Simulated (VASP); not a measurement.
Input of a VASP 6.6.1 run:

Contents of INCAR:

```
SYSTEM = Si2W
PREC     = Accurate       ! precision mode
ENCUT    = 520            ! plane-wave cutoff, eV
EDIFF    = 1E-7           ! SCF threshold, eV
ISMEAR   = 0              ! smearing method
SIGMA    = 0.1            ! smearing width, eV
LREAL    = .False.        ! projectors in reciprocal space
LASPH    = .True.         ! aspherical terms in the spheres
NELM     = 60             ! most SCF steps
ALGO     = Normal         ! electronic algorithm
ISIF     = 3              ! what is computed and relaxed
LWAVE    = .False.        ! write WAVECAR
LCHARG   = .False.        ! write CHGCAR
GGA      = CA             ! functional
IBRION   = 2              ! ionic algorithm
NSW      = 80             ! ionic steps
EDIFFG   = -0.002         ! ionic threshold
```

File KPOINTS:

```
Automatic mesh
0
Gamma
  18 18 18
  0 0 0
```

POSCAR

```
Si2W
1.0
   -1.6069000000      1.6069000000      3.9149500000
    1.6069000000     -1.6069000000      3.9149500000
    1.6069000000      1.6069000000     -3.9149500000
Si W
2 1
Direct
    0.3347000000      0.3347000000      0.0000000000
    0.6653000000      0.6653000000      0.0000000000
    0.0000000000      0.0000000000      0.0000000000
```

Potentials or basis: VASP PAW LDA potentials, release 64 (Si, W_sv).

Command:

```console
$ cat potpaw_LDA.64/Si/POTCAR potpaw_LDA.64/W_sv/POTCAR > POTCAR
$ mpirun -np 1 vasp_std > vasp.out
```

Question: Estimate the band gap on the k mesh.

Answer: None (metal or under the smearing width).

Question: What does it give for the relaxed volume?

Answer: 13.19 Å³/atom.

Final structure:
```xyz
3
Lattice="-1.5946 1.5946 3.8898 1.5946 -1.5946 3.8898 1.5946 1.5946 -3.8898" Properties=species:S:1:pos:R:3 pbc="T T T"
Si    0.0000    0.0000    2.6036
Si    0.0000    0.0000    5.1760
W     0.0000    0.0000    0.0000
```

The run has no spin-orbit coupling, so splittings on W are missing. Zero-point motion and thermal expansion aren't in these numbers.
